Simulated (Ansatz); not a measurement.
Crystal: Co.

```xyz
1
Lattice="-1.4023 1.4023 1.4023 1.4023 -1.4023 1.4023 1.4023 1.4023 -1.4023" Properties=species:S:1:pos:R:3 pbc="T T T"
Co    0.0000    0.0000    0.0000
```

This isn't the form of Co at room conditions, which is hcp.

| Property | Result |
| --- | --- |
| Program | Ansatz 0.2.0 |
| Task | single point |
| Functional | PBE |
| Potentials or basis | Ansatz PAW |
| Cutoff | 420 eV (not typed: the program's choice for these potentials) |
| k mesh | 13 × 13 × 13 |
| Occupations | fermi-dirac, width 0.05 eV |
| Spin | collinear spin, ferromagnetic start |
| Starting moments | [2.0] μB |

On this cell: pressure 0.6 GPa; net moment 1.70 μB per cell; site moments Co +1.77 μB; band gap on the k mesh none (metal or under the smearing width).

The same run follows on a disturbed copy (cell strained at random at fixed volume):

```
Co
1.0
    -1.41629    1.38362    1.42624
     1.41255   -1.37173    1.41061
     1.41314    1.36858   -1.41436
Co
1
Direct
  0.99286 0.99699 0.99710
```

Problem. What does the disturbed cell give?

Solution. The energy (extrapolated to zero smearing) moves by -0.7 meV/atom; pressure 0.6 GPa; net moment 1.71 μB per cell; site moments Co +1.78 μB; band gap on the k mesh none (metal or under the smearing width).

Stress tensor (GPa, compression positive):
```
 1.05  0.31  0.36
 0.31 -0.44 -1.18
 0.36 -1.18  1.31
```
